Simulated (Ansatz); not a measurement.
A plane-wave DFT run in Ansatz 0.2.0 (scalar-relativistic PAW potentials unless the input names others): input and command.

```yaml
crystal:
  lattice:
    - [3.9872777617, 0.0, 0.0]
    - [0.0, 3.9872777617, 0.0]
    - [0.0, 0.0, 3.9872777617]
  atoms:
    - { symbol: Ti, position: [0.0, 0.0, 0.0] }
    - { symbol: Pt, position: [0.0, 0.5, 0.5] }
    - { symbol: Pt, position: [0.5, 0.0, 0.5] }
    - { symbol: Pt, position: [0.5, 0.5, 0.0] }
basis:
  ecutwfc: 420
  xc_grid: 4
kpoints:
  mp_grid: { grid: [10, 10, 10] }
hamiltonian:
  xc: pbe
scf:
  occupations: { method: gaussian, width: 0.1 }
  eigensolver: { kind: davidson }
output:
  forces: true
  eigenvalues: true
  stress: true
```

```bash
ansatz run input.yaml --threads 1 --pin off --max-ram 2560MiB --backend cpu --events-out ev --progress --plain --runs-dir out
```

Abridged log:
```
Pseudopotentials: kind: paw
Pseudopotential: Ti, paw, valence charge 12, recommended cutoff 420 eV (normal)
Pseudopotential: Pt, paw, valence charge 18, recommended cutoff 420 eV (normal)
Functional definition: PBE
Crystal: 4 atoms, lattice volume = 63.391 Å³
Basis set: ecut = 420 eV, 1237 PW (Γ), exchange–correlation on 108×108×108 points (64 copies of the dense FFT grid, shifted against one another)
Bands: 40, of which v1, the nominal top of the filled ones, is band 33 counted from 1 (32 counted from 0)
Symmetry: 48 space group operations
Space group: Pm-3m (ITA 221), of the structure as read, at distance tolerance 4.0e-5 Å
k-points: 56 of 1000
Initial density: superposition of atomic densities (neutral atoms: chi_scale 0, normalization atom), corrected by the library's trained network
Initial wavefunctions: pseudopotential atomic-orbital guess
Functional: x = pbe(κ = 0.804, μ = 0.21951497), c = pbe(β = 0.06672455)
SCF iter   1: F=—  HF=-40072.119037 eV  |F-HF|=—  |Δ(HF+E_count)|=         —  Δρ=1.31e-2  dr2=1.55e-1  ethr=1.77e-3  ⟨swp⟩=5.7  Hψ=8458  notcnv=0
SCF iter   2: F=—  HF=-40072.111326 eV  |F-HF|=—  |Δ(HF+E_count)|=   7.71e-3  Δρ=6.95e-3  dr2=4.68e-2  ethr=2.35e-4  ⟨swp⟩=2.1  Hψ=4413  notcnv=0
SCF iter   3: F=—  HF=-40072.107918 eV  |F-HF|=—  |Δ(HF+E_count)|=   3.41e-3  Δρ=8.25e-4  dr2=2.34e-4  ethr=3.17e-7  ⟨swp⟩=4.1  Hψ=9209  notcnv=0
SCF iter   4: F=—  HF=-40072.107936 eV  |F-HF|=—  |Δ(HF+E_count)|=   1.86e-5  Δρ=2.54e-4  dr2=7.93e-5  ethr=3.17e-7  ⟨swp⟩=3.0  Hψ=4807  notcnv=0
SCF iter   5: F=—  HF=-40072.107924 eV  |F-HF|=—  |Δ(HF+E_count)|=   1.26e-5  Δρ=5.61e-5  dr2=3.87e-6  ethr=1.20e-7  ⟨swp⟩=2.0  Hψ=4113  notcnv=0
SCF iter   6: F=-40072.107923 eV  HF=-40072.107923 eV  |F-HF|=2.11e-8  |Δ(HF+E_count)|=   4.73e-8  Δρ=7.16e-6  dr2=4.53e-8  ethr=5.86e-9  ⟨swp⟩=3.2  Hψ=4235  notcnv=0
SCF 1 converged in 6 iterations: F = -40072.107923 eV  dr2 = 4.53e-8
  Residual-converged pass: ⟨swp⟩=3.9  Hψ=6018  notcnv=0  max |occ|·‖R‖ = 6.6e-6 eV (tolerance 6.7e-6 eV) dr2=3.99e-8  dr2_onsite=1.83e-9  max |Δocc| = 4.4e-8
SCF converged after 6 iterations
Free energy (F): -40072.107923 eV
Harris-Foulkes:  -40072.107923 eV  (|F-HF|=2.11e-8)
Internal energy: -40072.102054 eV  (E = F + TS)
E sigma→0 (E₀):  -40072.104988 eV
Entropy (-TS):   -0.005870 eV (-1.467 meV/atom)
Fermi energy:    20.702801 eV
--- Forces (eV/Å), atoms counted from 1 ---
  atom   1  Ti     0.00000000     0.00000000     0.00000000
  atom   2  Pt     0.00000000     0.00000000     0.00000000
  atom   3  Pt     0.00000000     0.00000000     0.00000000
  atom   4  Pt     0.00000000     0.00000000     0.00000000
--- Stress (GPa, compression-positive) ---
       -6.491611       0.000000       0.000000
        0.000000      -6.491611       0.000000
        0.000000       0.000000      -6.491611
  P = ⅓ Tr σ = -6.4916 GPa (-64.916 kbar)
```

Apart from outputs and empty bands, the input differs from a reference run on usual settings in basis.xc_grid: not typed → 4; scf.eigensolver.kind: not typed → "davidson". The reference, at the same geometry (not necessarily relaxed), gave pressure -6.49 GPa, largest force 0.000 eV/Å, no gap on the mesh. This run converged in 6 SCF iterations (reference: 6) with an energy at zero smearing within 0.01 meV/atom of the reference's, pressure -6.49 GPa, largest force 0.000 eV/Å, no gap on the mesh.

Time: 10 s on 1 thread of Arm Neoverse V1, on a shared host, peak memory 0.42 GiB.